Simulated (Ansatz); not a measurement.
Write the native input for Ansatz 0.2.0 that does the following.

```
Task                : Berry-phase polarisation
Functional          : HSE06
Potentials or basis : Ansatz PAW
Cutoff              : 420 eV (not typed: the program's choice for these potentials)
k mesh              : 5 × 5 × 5
Occupations         : fixed
Spin                : no spin polarisation
```

The system is CdTe.

```
CELL_PARAMETERS angstrom
0.00000 3.20500 3.20500
3.20500 0.00000 3.20500
3.20500 3.20500 0.00000
ATOMIC_POSITIONS crystal
Te 0.75000 0.75000 0.75000
Cd 0.00000 0.00000 0.00000
```

One way to write it, as run:

input.yaml

```yaml
crystal:
  lattice:
    - [0.0, 3.205, 3.205]
    - [3.205, 0.0, 3.205]
    - [3.205, 3.205, 0.0]
  atoms:
    - { symbol: Te, position: [0.75, 0.75, 0.75] }
    - { symbol: Cd, position: [0.0, 0.0, 0.0] }
hamiltonian:
  xc: hse06
  pseudopotentials: { kind: paw }
kpoints:
  mp_grid: { grid: [5, 5, 5] }
scf:
  occupations: { method: fixed }
output:
  forces: true
  stress: true
  eigenvalues: true
  polarization: {}
  write_density: true
  write_potential: true
  elf: true
  volumetric_format: npy
```

Potentials or basis: Ansatz PAW.

Run with:

```bash
$ ansatz run input.yaml --threads 1 --pin off --max-ram 2560MiB --backend cpu --events-out ev --progress --plain --runs-dir out
```

Results of the run:

```json
{
  "Pressure": "3.4 GPa",
  "Band gap on the k mesh": "1.75 eV, direct"
}
```

Caveat: odd divisions of the mesh miss points on the zone boundary, where band edges often lie, so the gap on the mesh can be too wide; spin-orbit coupling is left out, which moves the levels of the heavy elements; the PAW data sets come from PBE, with cores solved anew for the run's functional, which leaves a small shift of forces and pressure; the thresholds are loose for stress.

It took 120 s on 1 thread of Arm Neoverse V2 (shared host), peak memory 1.3 GiB.
